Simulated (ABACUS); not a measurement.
## WC (Qusongite) under changes of volume

One of the cells (10.376 Å³/atom); the others are scaled copies at fixed shape and fractional positions:

```
CELL_PARAMETERS angstrom
2.90650 0.00000 0.00000
-1.45325 2.51710 0.00000
0.00000 0.00000 2.83660
ATOMIC_POSITIONS crystal
W 0.00000 0.00000 0.00000
C 0.66667 0.33333 0.50000
```

| Property | Result |
| --- | --- |
| Program | ABACUS 3.10.1 |
| Functional | PBE |
| Potentials or basis | PseudoDojo NC SR 0.4.1 PBE standard |
| Cutoff | 1116 eV |
| Density cutoff | 4463 eV |
| Basis | plane waves |
| k mesh | 10 × 10 × 9 |
| Occupations | fermi-dirac, width 0.05 eV |
| Spin | no spin polarisation |

| volume (Å³/atom) | energy over the lowest point (meV/atom) | pressure (GPa) |
| --- | --- | --- |
| 9.754 | 78.61 | 34.8 |
| 9.961 | ? | ? |
| 10.169 | 15.49 | 14.4 |
| 10.376 | 2.39 | 5.7 |
| 10.584 | 0.00 | -2.1 |
| 10.791 | 7.24 | -9.2 |
| 10.999 | 23.16 | -15.5 |

Q: What does the run at 9.961 Å³/atom give?

A: Energy over the lowest point 40.46 meV/atom; pressure 24.1 GPa.

Worked out: A Birch-Murnaghan fit of order 3 (a polynomial in V^(-2/3)) to the other rows has its minimum at 10.53 Å³/atom with B0 = V·E''(V) = 388 GPa and B' = 4.3 at fixed shape and positions, which overstates the stiffness. It gives 40.51 meV/atom at 9.961 Å³/atom, against the run's 40.46, and -dE/dV = 24.2 GPa, against 24.1.

Energies are extrapolated to zero smearing.
